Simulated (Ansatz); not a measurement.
Theory: DFT PBE, scalar-relativistic, plane waves, PAW in Ansatz. Settings: cutoff 420 eV, Γ-centred meshes spaced at most about 0.3 Å⁻¹, and about 0.25 Å⁻¹ or finer for metals (2π included), Gaussian smearing. Collinear spin in cells that started with moments and kept them past the coarse steps, no spin elsewhere.

All energies are static (0 K, no zero-point motion).

Two forms of AlCr2C were relaxed alike.

1. (no spin)

Space group P4/mmm (No. 123). a = 3.816 Å, b = 3.816 Å, c = 3.539 Å, α = 90.00°, β = 90.00°, γ = 90.00°
| atom | site | symmetry | x | y | z |
| --- | --- | --- | --- | --- | --- |
| Al | 1c | 4/mmm | 0.5000 | 0.5000 | 0.0000 |
| Cr | 2e | mmm. | 0.5000 | 0.0000 | 0.5000 |
| C | 1b | 4/mmm | 0.0000 | 0.0000 | 0.5000 |

2. (site moments Cr 0.8, -2.2 μB)

Space group P-6m2 (No. 187). a = 3.870 Å, b = 3.870 Å, c = 3.909 Å, α = 90.00°, β = 90.00°, γ = 120.00°
```
atom  site  symmetry       x       y       z
  Al    1b      -6m2  0.0000  0.0000  0.5000
  Cr    1e      -6m2  0.6667  0.3333  0.0000
  Cr    1c      -6m2  0.3333  0.6667  0.0000
   C    1f      -6m2  0.6667  0.3333  0.5000
```

Question: Which is lower in energy, and by how much?

Answer: Cell 1 is lower, by 0.32 eV/atom. Cell 1 has space group P4/mmm (No. 123), 12.9 Å³/atom and no gap on its mesh; cell 2 has space group P-6m2 (No. 187), 12.7 Å³/atom and no gap. Counting Al or Cr atoms around C (for each partner element, those within 1.25 times its shortest distance or 1.15 times the sum of covalent radii, where it is the nearest in units of that sum or under 1.3; a plus sign parts groups by distance over the sum of covalent radii), cell 1 has C 4 and cell 2 has C 2+3. Their magnetic states differ too. Even the lower one lies +0.43 eV/atom against the reference forms of the elements (uncorrected), so neither is stable at this level. Both come from invented guesses. A third cell relaxed alike, in P6_3/mmc (a Materials Project cell), lies 0.61 eV/atom below the lower of the two.

The magnetic state reached may not be the lowest. Trial moments died out on the coarse mesh in P4/mmm; another magnetic start might hold. Cells relaxed within their symmetry can be saddle points. Some structure types and database cells were kept out of the candidates from the start, so a known form may be missing.
